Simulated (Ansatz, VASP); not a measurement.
## One calculation of Si2Ni, two programs

```
Ni Si
1.0
     0.00000    2.70300    2.70300
     2.70300    0.00000    2.70300
     2.70300    2.70300    0.00000
Ni Si
1 2
Direct
  0.00000 0.00000 0.00000
  0.75000 0.75000 0.75000
  0.25000 0.25000 0.25000
```

Alike in both runs: task single point; functional LDA; k mesh 9 × 9 × 9; occupations fermi-dirac, width 0.05 eV; collinear spin.

|  | VASP | Ansatz |
| --- | --- | --- |
| version | VASP 6.6.1 | Ansatz 0.2.0 |
| potentials or method | VASP PAW LDA potentials, release 64 (Ni, Si), cutoff 520 eV | all-electron LAPW, scalar-relativistic |

VASP gave:

* gap on the k mesh at the Fermi level (eV): none
* pressure (GPa): -4.2
* net moment per atom (μB): 0.00

Problem. What did Ansatz give for the same quantities?

Solution. gap on the k mesh at the Fermi level (eV): none; pressure (GPa): -4.3; net moment per atom (μB): 0.00.

A gap of «none» marks a metal or a gap that the smearing closes. Ansatz ran all-electron here, so the differences hold the error of VASP's frozen core and of both bases.

Caveats: the starting moments weren't kept (Ansatz).
